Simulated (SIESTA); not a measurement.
## La under changes of volume

One of the cells (38.320 Å³/atom); the others are scaled copies at fixed shape and fractional positions:

```xyz
1
Lattice="-2.1045 2.1793 2.1245 2.1382 -2.1291 2.1080 2.0848 2.1094 -2.0743" Properties=species:S:1:pos:R:3 pbc="T T T"
La   -0.0339   -0.0301   -0.0394
```

This isn't the form of La at room conditions, which is double hcp.

| Item | Value |
| --- | --- |
| Program | SIESTA 5.4.2 |
| Functional | vdW-DF-C09 |
| Potentials or basis | PseudoDojo 0.4 standard (PBE files) |
| Basis | DZDP (energy shift 0.02 Ry) |
| Grid cutoff | 800 Ry |
| Energy shift | 0.02 Ry |
| k mesh | 9 × 9 × 9 |
| Occupations | fermi-dirac, width 0.05 eV |
| Spin | no spin polarisation |

```tsv
volume (Å³/atom)	energy over the lowest point (meV/atom)	pressure (GPa)
36.020	0.00	-1.5
36.787	9.35	-2.3
37.553	22.29	-3.0
38.320	38.03	-3.5
39.086	56.52	-4.1
39.852	?	?
40.619	100.35	-4.9
```

Q: What does the run at 39.852 Å³/atom give?

A: Energy over the lowest point 77.51 meV/atom; pressure -4.5 GPa.

Worked out: A Birch-Murnaghan fit of order 3 (a polynomial in V^(-2/3)) to the other rows has no minimum within the range. It gives 77.38 meV/atom at 39.852 Å³/atom, against the run's 77.51, and -dE/dV = -4.6 GPa, against -4.5.

Energies are extrapolated to zero smearing.

Caveats: semicore shells carry a single zeta, which can move pressures by several GPa and volumes by a few percent; the potentials were made for another functional, which shifts forces and pressure; the basis of atomic orbitals isn't converged, which shifts pressures, moduli and gaps.
